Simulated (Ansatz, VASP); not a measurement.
**Two plane-wave programs on Sc**

Contents of POSCAR:

```
Sc
1.0
    0.0000000000      2.4345111997      2.4345111997
    2.4345111997      0.0000000000      2.4345111997
    2.4345111997      2.4345111997      0.0000000000
Sc
1
Direct
    0.0000000000      0.0000000000      0.0000000000
```

Contents of INCAR.step1:

```
  PREC = Accurate
  ENCUT = 520
  ISMEAR = -1
  SIGMA = 0.15
  LREAL = F
  LASPH = T
  NELM = 100
  NBANDS = 12
  GGA = PE
  ALGO = Normal
  EDIFF = 1E-4
  LWAVE = T
  LCHARG = F
```

Contents of INCAR.step2:

```
  PREC = Accurate
  ENCUT = 520
  EDIFF = 1E-8
  ISMEAR = -1
  SIGMA = 0.15
  LREAL = F
  LASPH = T
  NELM = 100
  ALGO = Normal
  ISIF = 2
  LWAVE = F
  LCHARG = F
  METAGGA = R2SCAN
  LMIXTAU = T
  IVDW = 13
  VDW_S6 = 1.0
  VDW_S8 = 0.6018749
  VDW_A1 = 0.51559235
  VDW_A2 = 5.77342911
  LEFG = T
  NBANDS = 12
  ISTART = 1
```

File KPOINTS:

```
regular mesh
0
Gamma
  10 10 10
```

input.yaml

```yaml
crystal:
  lattice:
    - [0.0, 2.4345111997, 2.4345111997]
    - [2.4345111997, 0.0, 2.4345111997]
    - [2.4345111997, 2.4345111997, 0.0]
  atoms:
    - { symbol: Sc, position: [0.0, 0.0, 0.0] }
hamiltonian:
  xc: r2scan
  pseudopotentials: { kind: paw }
  dispersion: d4
kpoints:
  mp_grid: { grid: [10, 10, 10] }
scf:
  occupations: { method: fermi_dirac, width: 0.15 }
  initial_density: { chi_scale: 0.0 }
output:
  forces: true
  stress: true
  eigenvalues: true
  efg: {}
  write_density: true
  write_potential: true
  elf: true
  volumetric_format: npy
```

This isn't the form of Sc at room conditions, which is hcp.

Alike in both runs: task electric field gradients; functional r2SCAN; dispersion D4; k mesh 10 × 10 × 10; occupations fermi-dirac, width 0.15 eV; no spin polarisation.

|  | VASP | Ansatz |
| --- | --- | --- |
| version | VASP 6.6.1 | Ansatz 0.2.0 |
| potentials or method | VASP PAW PBE potentials, release 64 (Sc_sv) | Ansatz PAW |
| plane-wave cutoff (eV) | 520 | 500 |
| valence electrons in the cell | 11 | 11 |

VASP gave:

* gap on the k mesh at the Fermi level (eV): none
* pressure (GPa): -6.0
* dispersion energy (meV/atom): -75.5
* Vzz of the field gradient on the site that differs most (V/Å²): 0.0

Task: What did Ansatz give for the same quantities?

Result: gap on the k mesh at the Fermi level (eV): none; pressure (GPa): -6.1; dispersion energy (meV/atom): -75.6; Vzz of the field gradient on the site that differs most (V/Å²): 0.0.

A gap of «none» marks a metal or a gap that the smearing closes.

Caveats: pairwise dispersion overbinds metals, which lowers pressure and volume; the PAW data sets were made with another functional, which shifts forces and pressure a little (VASP); the PAW data sets come from PBE, with cores solved anew for the run's functional, which leaves a small shift of forces and pressure (Ansatz).
